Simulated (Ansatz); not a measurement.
## Cs: electron density at the nuclei under pressure

```
CELL_PARAMETERS angstrom
5.50390 0.00000 0.00000
-2.75195 4.76652 0.00000
0.00000 0.00000 8.90801
ATOMIC_POSITIONS crystal
Cs 0.33333 0.66667 0.25000
Cs 0.66667 0.33333 0.75000
```

Atoms are numbered in the order listed.

The conventional cell has a = 5.504 Å, b = 5.504 Å, c = 8.908 Å, α = 90.00°, β = 90.00°, γ = 120.00°.

The structure comes from a relaxation in the same program, started in the hcp type, and has space group P6_3/mmc. Whether it is a known phase or the ground state wasn't checked.

No spin–orbit coupling, which matters for the heavy atoms here.

All numbers below come from Ansatz 0.2.0, DFT, PBE, all-electron PAW with datasets made for the crystal, scalar-relativistic.

Settings: a Γ-centred 12×12×6 k mesh, Fermi–Dirac smearing of 0.05 eV, cutoff 160 eV (chosen by the program for this cell), no spin polarisation.

The contact density is the mean electron density over the nuclear volume; its changes follow the s electrons' response to bonding and compression. Changes below are taken from the unscaled cell, where it is 1.90034e+06 e/Å³ at Cs1.

```csv
V/V(cell),P (GPa),Δρ(0) Cs1 (e/Å³)
0.9600,0.1,?
1.0000,0.0,0.00
1.0400,-0.1,?
```

(1) Fill in "Δρ(0) Cs1 (e/Å³)" for the row "0.9600".

(2) Give the missing entry: row "1.0400", column "Δρ(0) Cs1 (e/Å³)".

The datasets are made afresh for each cell, so very small changes are uncertain. Scalar relativity leaves out the p1/2 density at heavy nuclei.

## Answers

(1) 1.14.

(2) -1.03.
